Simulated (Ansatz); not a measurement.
AlN:

```
CELL_PARAMETERS angstrom
0.00000 2.03452 2.03452
2.03452 0.00000 2.03452
2.03452 2.03452 0.00000
ATOMIC_POSITIONS crystal
Al 0.50000 0.50000 0.50000
N 0.00000 0.00000 0.00000
```

Measurements of this composition are mostly on another form, of space group No. 186.

A run of Ansatz 0.2.0 on this cell left the log below. Logs are shortened: lines on timing, memory, paths and dates and some standing lists are left out, and cuts for length are marked.

```text
Warning: RAYON_NUM_THREADS=2 ignored (pool sized by the plan → 2); use --threads N
scf.n_extra_bands = 6 over 4 filled bands (N_el = 8.0): the run solves 10 bands
Engine: ansatz 0.2.0, x86_64-unknown-linux-gnu
Pseudopotentials: kind: paw
Pseudopotential: Al, paw, valence charge 3, recommended cutoff 420 eV (normal), Al.paw.azcp
Pseudopotential: N, paw, valence charge 5, recommended cutoff 420 eV (normal), N.paw.azcp
Functional definition: RPBE
  parameter kappa = 0.804
  parameter beta = 0.06672455060314922
  exchange = rpbe_x(kappa = kappa, mu = beta*pi^2/3)
  correlation = pbe_c(beta = beta)
Crystal: 2 atoms, lattice volume = 16.843 Å³
Basis set: ecut = 420 eV, 331 PW (Γ), exchange–correlation on 40×40×40 points (8 copies of the dense FFT grid, shifted against one another)
Bands: 10, of which v1, the nominal top of the filled ones, is band 4 counted from 1 (3 counted from 0)
Symmetry: 48 space group operations
Space group: Fm-3m (ITA 225), of the structure as read, at distance tolerance 2.6e-5 Å
k-points: 56 of 1331
Non-local potential: Al, projectors of the file, l = 0: 2, l = 1: 2, l = 2: 1
Non-local potential: N, projectors of the file, l = 0: 2, l = 1: 2, l = 2: 1
PAW form: soft (Blöchl's): semilocal exchange-correlation on the pseudo side does not see the compensation charge
PAW frozen core: Al, regenerated for the run's functional, and the local potential with it (the file was generated under x = pbe(κ = 0.804, μ = 0.2195149727645171), c = pbe(β = 0.06672455060314922))
PAW frozen core: N, regenerated for the run's functional, and the local potential with it (the file was generated under x = pbe(κ = 0.804, μ = 0.2195149727645171), c = pbe(β = 0.06672455060314922))
PAW one-centre angular grid: Al, 110 points (default); XC on 64 Gauss nodes
PAW one-centre angular grid: N, 110 points (default); XC on 64 Gauss nodes
Initial density: superposition of atomic densities (neutral atoms: chi_scale 0, normalization atom), corrected by the library's trained network
Initial wavefunctions: pseudopotential atomic-orbital guess
Functional: x = rpbe, c = pbe(β = 0.06672455060314922)
SCF iter   1: F=—  HF=-928.244472 eV  |F-HF|=—  |Δ(HF+E_count)|=         —  Δρ=2.36e-3  dr2=6.76e-4  ethr=1.77e-3  ⟨swp⟩=4.6  Hψ=3500  notcnv=0  defer=7
preconditioner: auto → none  [insulator: Δε(μ)=4.716 eV  Ē_g=19.285 eV  σ=0.050 eV  W_gap=1.00  n_scr=0 (ndim 8)  ℏωp=25.6 eV  f_vac=0.000  D(μ)=0.00/eV (n_scr^D=0)  ε∞_Penn≈2.8]
SCF iter   2: F=—  HF=-928.244382 eV  |F-HF|=—  |Δ(HF+E_count)|=   9.03e-5  Δρ=1.13e-3  dr2=1.44e-4  ethr=8.46e-6  ⟨swp⟩=1.4  Hψ=1046  notcnv=0  defer=33
SCF iter   3: F=—  HF=-928.244373 eV  |F-HF|=—  |Δ(HF+E_count)|=   8.59e-6  Δρ=5.90e-5  dr2=3.96e-7  ethr=1.80e-6  ⟨swp⟩=2.0  Hψ=640  notcnv=0  defer=33
SCF iter   4: F=—  HF=-928.244374 eV  |F-HF|=—  |Δ(HF+E_count)|=   6.42e-7  Δρ=1.62e-5  dr2=1.65e-8  ethr=4.95e-9  ⟨swp⟩=2.5  Hψ=700  notcnv=0  defer=33
iter 5 did not close the SCF: its close was put off for the readings that it lacked (scf_convergence_deferred on its scf_iter line)
SCF iter   5: F=-928.244374 eV  HF=-928.244374 eV  |F-HF|=3.84e-11  |Δ(HF+E_count)|=   1.81e-8  Δρ=1.49e-6  dr2=2.67e-10  ethr=2.06e-10  ⟨swp⟩=2.2  Hψ=678  notcnv=0  defer=33
SCF iter   6: F=-928.244374 eV  HF=-928.244374 eV  |F-HF|=2.73e-12  |Δ(HF+E_count)|=  8.39e-11  Δρ=2.34e-7  dr2=6.61e-12  ethr=3.33e-12  ⟨swp⟩=6.2  Hψ=2914  notcnv=0
SCF 1 converged in 6 iterations: F = -928.244374 eV  dr2 = 6.61e-12
  greatest PAW one-centre occupation: 0.787 electrons in one spin orbital (limit 2), on the N atom at site 1 (counted from 0), in its partial waves of l = 0
NSCF: frozen V_eff on 142 k-points
SCF converged after 6 iterations
Free energy (F): -928.244374 eV
Harris-Foulkes:  -928.244374 eV  (|F-HF|=2.73e-12)
Internal energy: -928.244374 eV  (E = F + TS)
E sigma→0 (E₀):  -928.244374 eV
Fermi energy:    13.429707 eV
--- Per-component energies (eV) ---
  E_band       = 38.121006
  E_kinetic    = 162.229396
  E_local      = -170.349836  (includes V_loc(G=0)·N_el)
  E_nonlocal   = 53.071037
  E_hartree    = 62.453673
  E_xc         = -103.244894
  E_vxc        = -109.641395  (∫ρ·V_xc dr)
  E_paw        = -598.696363  (= ΣΔE_a)
  E_vpaw       = -22.095674  (= ΣTr[D̂ρ^β])
  E_aug_tail   = 0.000099  (compensation charges beyond the density's cutoff)
  E_ewald      = -333.671934
  E_core_change = -0.035552  (= ΣΔE_core)
  E_smearing   = -0.000000  (= −TS)
  E_closure    = -0.000000  (closes the sum)
  Σ components = -928.244374   (vs F -928.244374, Δ=0.00e0)
--- Forces (eV/Å), atoms counted from 1 ---
  atom   1  Al     0.00000000    -0.00000000     0.00000000
  atom   2  N     -0.00000000     0.00000000     0.00000000
  max |Σ_I F_I| component: 7.40e-31 eV/Å
--- Stress (GPa, compression-positive) ---
        4.892783       0.000000      -0.000000
        0.000000       4.892783       0.000000
        0.000000      -0.000000       4.892783
  P = ⅓ Tr σ = 4.8928 GPa (48.928 kbar)
--- Band table (eV; the first three rows and the last of 56) ---
  k-point 0: bands = ["-6.3349", "11.0815", "11.0815", "11.0815", "16.4956", "23.1742", "23.1742", "23.1742", "28.2728", "28.6728"]
  k-point 1: bands = ["-6.1692", "10.2197", "10.9823", "10.9823", "17.0518", "22.3909", "23.4237", "23.4237", "27.2991", "27.2991"]
  k-point 2: bands = ["-5.6847", "8.3575", "10.7330", "10.7330", "17.7834", "21.7372", "23.6963", "23.6963", "26.5168", "26.5168"]
  k-point 55: bands = ["-2.1432", "5.2697", "5.5561", "7.5945", "18.8942", "21.1262", "22.3102", "23.5539", "29.4924", "30.6114"]
```

Q: Write the input and the command behind it.

A: Band structure with RPBE, no spin polarisation. The files as run (others can give the same):

input.yaml
```yaml
crystal:
  lattice:
    - [0.0, 2.034518, 2.034518]
    - [2.034518, 0.0, 2.034518]
    - [2.034518, 2.034518, 0.0]
  atoms:
    - { symbol: Al, position: [0.5, 0.5, 0.5] }
    - { symbol: "N", position: [0.0, 0.0, 0.0] }
hamiltonian:
  xc: rpbe
  pseudopotentials: { kind: paw }
kpoints:
  mp_grid: { grid: [11, 11, 11] }
  band_path:
    path:
      - [[0.0, 0.0, 0.0], [0.5, 0.0, 0.5], [0.5, 0.25, 0.75], [0.375, 0.375, 0.75], [0.0, 0.0, 0.0], [0.5, 0.5, 0.5], [0.625, 0.25, 0.625], [0.5, 0.25, 0.75], [0.5, 0.5, 0.5], [0.375, 0.375, 0.75]]
      - [[0.625, 0.25, 0.625], [0.5, 0.0, 0.5]]
    npoints: 14
scf:
  occupations: { method: fermi_dirac, width: 0.05 }
  n_extra_bands: 6
output:
  forces: true
  stress: true
  eigenvalues: true
  fatbands: true
  write_density: true
  write_potential: true
  elf: true
  volumetric_format: npy
```

Potentials or basis: Ansatz PAW.
The run is started by
```bash
$ ansatz run input.yaml --threads 2 --pin off --max-ram 5632MiB --backend cpu --events-out ev --progress --plain --runs-dir out
```

Caveat: the k mesh misses the band edges, so the gap on the mesh is wider than the one along the path; the pressure holds a Pulay correction of +0.5 GPa for the finite cutoff; the PAW data sets come from PBE, with cores solved anew for the run's functional, which leaves a small shift of forces and pressure.
